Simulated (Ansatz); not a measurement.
# 40-atom supercell of perovskite CsSnBr3

Aim: the perfect cell at several levels of theory (PBEsol, HSE06 and r²SCAN), as the reference that defects and stacks are counted from.

Method: density functional theory in Ansatz 0.2.0, PAW datasets, plane waves.

## Step 1: The system as built

40 atoms (8 Cs, 8 Sn, 24 Br); a = 11.500 Å, b = 11.500 Å, c = 11.500 Å, α = 90.00°, β = 90.00°, γ = 90.00°.

Plan of the steps: (2) PBEsol single point at the single k point (¼, ¼, ¼), on 7 threads of Arm Neoverse-V2; (3) HSE06 single point at the single k point (¼, ¼, ¼), on 7 threads of Arm Neoverse-V2; (4) r²SCAN single point at the single k point (¼, ¼, ¼), on 7 threads of Arm Neoverse-V2.

## Step 2: PBEsol on the given atoms

in.yaml reads:

```yaml
crystal:
  lattice:
    - [11.500000, 0.000000, 0.000000]
    - [0.000000, 11.500000, 0.000000]
    - [0.000000, 0.000000, 11.500000]
  atoms:
    - { symbol: Cs, position: [0.000000, 0.000000, 0.000000] }
    - { symbol: Cs, position: [0.000000, 0.000000, 0.500000] }
    - { symbol: Cs, position: [0.000000, 0.500000, 0.000000] }
    - { symbol: Cs, position: [0.000000, 0.500000, 0.500000] }
    - { symbol: Cs, position: [0.500000, 0.000000, 0.000000] }
    - { symbol: Cs, position: [0.500000, 0.000000, 0.500000] }
    - { symbol: Cs, position: [0.500000, 0.500000, 0.000000] }
    - { symbol: Cs, position: [0.500000, 0.500000, 0.500000] }
    - { symbol: Sn, position: [0.250000, 0.250000, 0.250000] }
    - { symbol: Sn, position: [0.250000, 0.250000, 0.750000] }
    - { symbol: Sn, position: [0.250000, 0.750000, 0.250000] }
    - { symbol: Sn, position: [0.250000, 0.750000, 0.750000] }
    - { symbol: Sn, position: [0.750000, 0.250000, 0.250000] }
    - { symbol: Sn, position: [0.750000, 0.250000, 0.750000] }
    - { symbol: Sn, position: [0.750000, 0.750000, 0.250000] }
    - { symbol: Sn, position: [0.750000, 0.750000, 0.750000] }
    - { symbol: Br, position: [0.250000, 0.250000, 0.000000] }
    - { symbol: Br, position: [0.250000, 0.250000, 0.500000] }
    - { symbol: Br, position: [0.250000, 0.750000, 0.000000] }
    - { symbol: Br, position: [0.250000, 0.750000, 0.500000] }
    - { symbol: Br, position: [0.750000, 0.250000, 0.000000] }
    - { symbol: Br, position: [0.750000, 0.250000, 0.500000] }
    - { symbol: Br, position: [0.750000, 0.750000, 0.000000] }
    - { symbol: Br, position: [0.750000, 0.750000, 0.500000] }
    - { symbol: Br, position: [0.000000, 0.250000, 0.250000] }
    - { symbol: Br, position: [0.000000, 0.250000, 0.750000] }
    - { symbol: Br, position: [0.000000, 0.750000, 0.250000] }
    - { symbol: Br, position: [0.000000, 0.750000, 0.750000] }
    - { symbol: Br, position: [0.500000, 0.250000, 0.250000] }
    - { symbol: Br, position: [0.500000, 0.250000, 0.750000] }
    - { symbol: Br, position: [0.500000, 0.750000, 0.250000] }
    - { symbol: Br, position: [0.500000, 0.750000, 0.750000] }
    - { symbol: Br, position: [0.250000, 0.000000, 0.250000] }
    - { symbol: Br, position: [0.250000, 0.000000, 0.750000] }
    - { symbol: Br, position: [0.250000, 0.500000, 0.250000] }
    - { symbol: Br, position: [0.250000, 0.500000, 0.750000] }
    - { symbol: Br, position: [0.750000, 0.000000, 0.250000] }
    - { symbol: Br, position: [0.750000, 0.000000, 0.750000] }
    - { symbol: Br, position: [0.750000, 0.500000, 0.250000] }
    - { symbol: Br, position: [0.750000, 0.500000, 0.750000] }
  symmetry: { detect: false }
kpoints:
  mp_grid: { grid: [1, 1, 1], shift: [0.25, 0.25, 0.25] }
hamiltonian:
  xc: pbesol
scf:
  occupations: { method: fermi_dirac, width: 0.01 }
output:
  forces: true
  eigenvalues: true
  stress: true
  populations: true
  eigenstates: { kpoints: [[0.25, 0.25, 0.25]], e_range: [-6.0, 6.0], localisation: true }
```

Run with:

```bash
> ansatz run in.yaml --threads 7 --pin off --max-ram 13300MiB --runs-dir r --events-out ev --progress --plain
```

## Step 3: HSE06 on the same atoms

in.yaml: that of step 2 with these lines changed.

```diff
@@ -50,3 +50,3 @@
 hamiltonian:
-  xc: pbesol
+  xc: hse06
 scf:
@@ -56,3 +56,2 @@
   eigenvalues: true
-  stress: true
   populations: true
```

## Step 4: Single point with r²SCAN

in.yaml: that of step 3 with these lines changed.

```diff
@@ -50,3 +50,3 @@
 hamiltonian:
-  xc: hse06
+  xc: r2scan
 scf:
```

Before running it: what results should come out? Wanted: for each run, top filled to lowest empty; energy; pressure.

The runs gave:

```
 level                   time  top filled to lowest empty (eV)  energy (eV/atom)  pressure (GPa)
PBEsol   29 s (7 CPU threads)                             2.28        -3950.2256           -0.06
 HSE06  4 min (7 CPU threads)                             2.95        -4013.1036               -
r²SCAN   49 s (7 CPU threads)                             2.50        -4021.9922               -
```

**Reading.** At the same k points, PBEsol gives a spacing 0.68 eV smaller and r²SCAN gives a spacing 0.46 eV smaller than the 2.95 eV of HSE06. The HSE06 single point took about 8.3 times as long as the PBEsol one on the same kind of device. Spin–orbit coupling is left out, which matters for the band edges of the heavier elements here. With one k point the spacing samples only the states that fold onto it, so it can exceed the gap over the zone.
